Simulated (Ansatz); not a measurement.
CdSe:

```
CELL_PARAMETERS angstrom
0.00000 3.07027 3.07027
3.07027 0.00000 3.07027
3.07027 3.07027 0.00000
ATOMIC_POSITIONS crystal
Cd 0.00000 0.00000 0.00000
Se 0.25000 0.25000 0.25000
```

Measurements of this composition are mostly on another form, of space group No. 186.

Base run:

```yaml
Program: Ansatz 0.2.0
Functional: BPBE
Potentials_or_basis: Ansatz PAW
Cutoff: 420 eV
Density_cutoff: 1680 eV
k_mesh: 8 × 8 × 8
Occupations: fermi-dirac, width 0.05 eV
Spin: no spin polarisation
```

Its results: band gap on the k mesh 0.55 eV, direct; pressure 1.2 GPa.

Q: The run is repeated on the same cell with these changes: functional from BPBE to BLYP. What comes out?

A: Band gap on the k mesh 0.47 eV, direct; pressure 4.0 GPa.

Caveats: the potentials were made for another functional, which shifts forces and pressure; the PAW data sets come from PBE, with cores solved anew for the run's functional, which leaves a small shift of forces and pressure.

Not every run made on this cell is shown here.
